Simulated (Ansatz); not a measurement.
# All-electron card of PbSe

```
CELL_PARAMETERS angstrom
0.00000 3.10796 3.10796
3.10796 0.00000 3.10796
3.10796 3.10796 0.00000
ATOMIC_POSITIONS crystal
Pb 0.00000 0.00000 0.00000
Se 0.50000 0.50000 0.50000
```

Atoms are numbered in the order listed.

The structure comes from a relaxation in the same program, started in the rocksalt type, and has space group Fm-3m. Whether it is a known phase or the ground state wasn't checked.

Spin–orbit coupling is left out, though it moves levels of the heavy atoms by tenths of an eV or more.

Levels of theory: DFT, PBE, all-electron LAPW, scalar-relativistic (Ansatz 0.2.0); DFT, PBE, PAW with Ansatz's default frozen-core files, scalar-relativistic (Ansatz 0.2.0).

For LAPW: a Γ-centred 10×10×10 k mesh, Fermi–Dirac smearing of 0.03 eV, basis error target 0.5 meV/atom, no spin polarisation. PAW takes a cutoff of 420 eV at this cell. The Ansatz runs share mesh, smearing and spin set-up. Values come from LAPW unless marked.

```yaml
Pressure_at_this_cell: 0.05 GPa
Volume_per_atom: 30.02 Å³
```

**Question.** Predict this quantity. Band gap.

**Answer.** 0.43 eV, direct at L (0.5, 0.5, 0.5).

**Question.** Predict this quantity. Löwdin charges (with 0.04 e of the cell spilling out of the atomic basis, so their sizes and signs hang on that basis).

**Answer.** Pb1 0.40, Se2 -0.37 e.

**Question.** Give the computed value. Bader charges (from the PAW run).

**Answer.** Pb1 +0.89, Se2 -0.89 e.
